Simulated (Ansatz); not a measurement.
Geometry optimisation in Ansatz: input, command and trajectory.

```yaml
crystal:
  lattice:
    - [1.4838987062, 0.8567293175, 4.5955731617]
    - [-1.4838987062, 0.8567293175, 4.5955731617]
    - [0.0, -1.7134586349, 4.5955731617]
  atoms:
    - { symbol: Ti, position: [0.2481479507, 0.2481479507, 0.2481479507] }
    - { symbol: Ti, position: [0.7518520493, 0.7518520493, 0.7518520493] }
    - { symbol: C, position: [0.5, 0.5, 0.5] }
basis:
  ecutwfc: 420
kpoints:
  mp_grid: { grid: [18, 18, 18] }
hamiltonian:
  xc: pbesol
scf:
  occupations: { method: gaussian, width: 0.1 }
output:
  forces: true
  stress: true
  eigenvalues: true
relax:
  adjacent_minimum: "off"
  f_tol: 0.01
  max_steps: 30
  cell: { stress_tol: 0.1, fix: [volume] }
```

```bash
ansatz run input.yaml --threads 1 --pin off --max-ram 2560MiB --backend cpu --events-out ev --progress --plain --runs-dir out
```

Method: Ansatz, DFT PBEsol, scalar-relativistic, plane waves, PAW.

The volume is held at 0.91 times that of the relaxed cell.

Of 3 frames 3 are shown, positions in Å and forces in eV/Å; the SCF threshold varies from step to step. Steps run on the plane waves of an earlier cell, with a Pulay correction in the pressure. The basis is chosen afresh for the last frame, the zero of the energies, and at times for earlier ones too; energy and pressure step there, also at an unchanged geometry.

```xyz
3
Lattice="1.4839 0.8567 4.5956 -1.4839 0.8567 4.5956 0.0000 -1.7135 4.5956" Properties=species:S:1:pos:R:3:forces:R:3 pbc="T T T" step=1 free_energy_over_end_meV_per_atom=1.92 pressure_GPa=18.36
Ti    0.0000    0.0000    3.4211    0.0000    0.0000    0.3794
Ti    0.0000    0.0000   10.3656    0.0000    0.0000   -0.3794
C     0.0000    0.0000    6.8934    0.0000    0.0000    0.0000
3
Lattice="1.4867 0.8584 4.5780 -1.4867 0.8584 4.5780 0.0000 -1.7167 4.5780" Properties=species:S:1:pos:R:3:forces:R:3 pbc="T T T" step=2 free_energy_over_end_meV_per_atom=0.00 pressure_GPa=16.71
Ti    0.0000    0.0000    3.4231    0.0000    0.0000   -0.0048
Ti    0.0000    0.0000   10.3108    0.0000    0.0000    0.0048
C     0.0000    0.0000    6.8670    0.0000    0.0000    0.0000
3
Lattice="1.4867 0.8584 4.5780 -1.4867 0.8584 4.5780 0.0000 -1.7167 4.5780" Properties=species:S:1:pos:R:3:forces:R:3 pbc="T T T" step=3 free_energy_over_end_meV_per_atom=0.00 pressure_GPa=16.71
Ti    0.0000    0.0000    3.4231    0.0000    0.0000   -0.0047
Ti    0.0000    0.0000   10.3108    0.0000    0.0000    0.0047
C     0.0000    0.0000    6.8670    0.0000    0.0000    0.0000
```

It took 81 s on 1 thread of Arm Neoverse V1, on a shared host, peak memory 0.6 GiB.